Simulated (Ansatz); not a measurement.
Crystal: PbS.

```
CELL_PARAMETERS angstrom
2.07995 -5.99130 0.00000
2.07995 5.99130 0.00000
0.00000 0.00000 4.27932
ATOMIC_POSITIONS crystal
Pb 0.13056 0.86944 0.25000
Pb 0.86944 0.13056 0.75000
S 0.35480 0.64520 0.25000
S 0.64520 0.35480 0.75000
```

Measurements of this composition are mostly on another form, of space group No. 225.

| Property | Result |
| --- | --- |
| Program | Ansatz 0.2.0 |
| Task | relaxation of cell and atoms |
| Functional | PBE |
| Potentials or basis | Ansatz PAW |
| Cutoff | 420 eV (not typed: the program's choice for these potentials) |
| k mesh | 7 × 7 × 6 |
| Occupations | fermi-dirac, width 0.05 eV |
| Spin | no spin polarisation |

At the start: volume 26.66 Å³/atom.

Problem. How do energy, volume and symmetry change on relaxing?

Solution. It ends after 5 steps and the volume is 27.53 Å³/atom (+3.2 %); space group Cmcm (No. 63, to 0.05 Å).

Step by step:
| step | energy change (eV) | largest force (eV/Å) | volume (Å³) |
| --- | --- | --- | --- |
| 1 | 0.0000 | 0.1016 | 106.65 |
| 2 | -0.0070 | 0.0431 | 111.07 |
| 3 | -0.0096 | 0.0093 | 110.11 |
| 4 | -0.0097 | 0.0048 | 110.12 |
| 5 | -0.0100 | 0.0048 | 110.12 |

Final structure:
```cif
data_structure
_symmetry_space_group_name_H-M 'P 1'
_symmetry_Int_Tables_number 1
_cell_length_a 6.4624
_cell_length_b 6.4624
_cell_length_c 4.2967
_cell_angle_alpha 90.000
_cell_angle_beta 90.000
_cell_angle_gamma 142.144
_cell_volume 110.12
loop_
_atom_site_label
_atom_site_type_symbol
_atom_site_fract_x
_atom_site_fract_y
_atom_site_fract_z
_atom_site_occupancy
Pb1 Pb 0.13302 0.86698 0.25000 1
Pb2 Pb 0.86698 0.13302 0.75000 1
S1 S 0.35442 0.64558 0.25000 1
S2 S 0.64558 0.35442 0.75000 1
```

Caveat: the plane-wave basis is chosen anew once the cell has moved, so the energies of steps on either side of that aren't comparable.
